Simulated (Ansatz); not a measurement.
## Two-dimensional strain map in TaAs

Method: Ansatz 0.2.0, DFT PBE, scalar-relativistic, plane waves, PAW. The runs took a 420 eV cutoff, a Γ-centred 20×20×20 mesh and Gaussian smearing (0.15 eV). Spin–orbit coupling is left out, which can shift energies with elements as heavy as these. No spin polarisation. Energies are free energies at this smearing, counted from the undisturbed cell; pressure is positive in compression.

The undisturbed cell (relaxed at this level; it needn't be the usual structure):

```
Ta As
1.0
    -1.73145    1.73145    5.86729
     1.73145   -1.73145    5.86729
     1.73145    1.73145   -5.86729
Ta As
2 2
Cartesian
  0.0000 1.7314 0.0020
  0.0000 0.0000 8.8030
  1.7314 0.0000 0.9672
  0.0000 0.0000 3.9009
```

The cell is strained by p along both x and y and by q along z, fractional coordinates fixed. Points are written (p, q).

Energy above the undisturbed cell in meV/atom (a dash: not computed):

```
 p \ q  -0.080  -0.040  0.000  0.040  0.080
-0.080   742.0   531.4  398.6      ?      ?
-0.040   302.0       –   88.2      –   88.8
 0.000   110.3       ?    0.0      –   76.5
 0.080   206.6       –  247.5      –  429.3
```

(1) Fill in the withheld energies.

Results:

(1) (-0.080, 0.040): 326.6; (-0.080, 0.080): 302.0; (0.000, -0.040): 25.0.

Cost: 15 runs of about 14 core-minutes in all, on Intel Xeon 6975P-C (Granite Rapids) (shared hosts).